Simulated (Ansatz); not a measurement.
AgCl: the change of phonon heat capacity and phonon entropy with temperature

Results calculated with Ansatz 0.2.0, not measured. Harmonic vibrational free energy, entropy and heat capacity at constant volume, per atom, from the force constants of a q mesh, imaginary modes left out; plane waves with PAW datasets, Gamma-centred k mesh.

Structure of every row (space group Fm-3m, No. 225):
```
AgCl
1.0
      0.0000     2.8060     2.8060
      2.8060     0.0000     2.8060
      2.8060     2.8060     0.0000
Ag Cl
1 1
Direct
  0.00000 0.00000 0.00000
  0.50000 0.50000 0.50000
```

Settings of every row: functional PBE; dispersion none; spin none; wave cutoff 420 eV; k mesh 8x8x8; occupations fixed; smearing width 0 eV; pressure 0 GPa; phonon method linear response; q mesh 4x4x4.

| row | temperature (K) | phonon heat capacity (kB/atom) | phonon entropy (kB/atom) | phonon free energy (meV/atom) |
| --- | --- | --- | --- | --- |
| 1 | 200 | 2.884 | 5.035 | -33 |
| 2 | 300 | ? | ? | ? |
| 3 | 400 | 2.97 | 7.07 | -139.2 |
| 4 | 500 | 2.98 | 7.734 | -203.1 |
| 5 | 600 | 2.986 | 8.278 | -272.2 |
| 6 | 700 | 2.99 | 8.738 | -345.6 |
| 7 | 800 | 2.992 | 9.138 | -422.6 |
| 8 | 900 | 2.994 | 9.49 | -502.9 |
| 9 | 1000 | 2.995 | 9.806 | -586.1 |

Question: what phonon heat capacity and phonon entropy should row 2 give?

Worked fit of phonon heat capacity. At high temperature a harmonic heat capacity falls short of its limit by a term in 1/T², so take t = (100 K / T)². The shown rows have t = 0.25, 0.0625, 0.04, 0.02778, 0.02041, 0.01562, 0.01235, 0.01. Their means are 0.054832 and 2.9739 kB/atom; the sums about the means are S_tt = 0.04564 and S_ty = -0.02106, whose ratio is the slope. Least squares give phonon heat capacity = 2.9992 − 0.4614 × t kB/atom. The rows lie off it by 0.000, 0.000, -0.001, 0.000, 0.000, 0.000, 0.000, 0.000. The constant, 2.9992 kB/atom, is to be held against the harmonic limit of 3 k_B an atom. The withheld row has t = 0.11111, so the fit gives 2.9992 − 0.4614 × (0.11111) = 2.948 kB/atom.

The calculation gave 2.947 kB/atom. The fit lies 0.001 kB/atom (0.9 % of the column's range) above it, one unit of the last digit.

Worked fit of phonon entropy. Entropy rises as the heat capacity times the change of ln T, so take t = ln(T / 300 K). The shown rows have t = -0.4055, 0.2877, 0.5108, 0.6931, 0.8473, 0.9808, 1.0986, 1.204. Least squares give phonon entropy = 6.2233 + 2.94318 × t + 0.02789 × t² kB/atom; a straight line predicts inner rows, each left out in turn, worse (root mean square 0.0074 against 0.0018 kB/atom). The rows lie off it by 0.001, -0.002, 0.000, 0.001, 0.001, 0.001, 0.000, -0.001. The slope at t = 0, 2.94 kB/atom, estimates the heat capacity at 300 K. The withheld row has t = 0, so the fit gives 6.2233 + 2.94318 × (0) + 0.02789 × (0)² = 6.223 kB/atom.

The calculation gave 6.219 kB/atom. The fit lies 0.004 kB/atom (0.084 % of the column's range) above it; its largest miss of a shown row is 0.002 kB/atom.

The other values of row 2: phonon free energy -81.8 meV/atom.
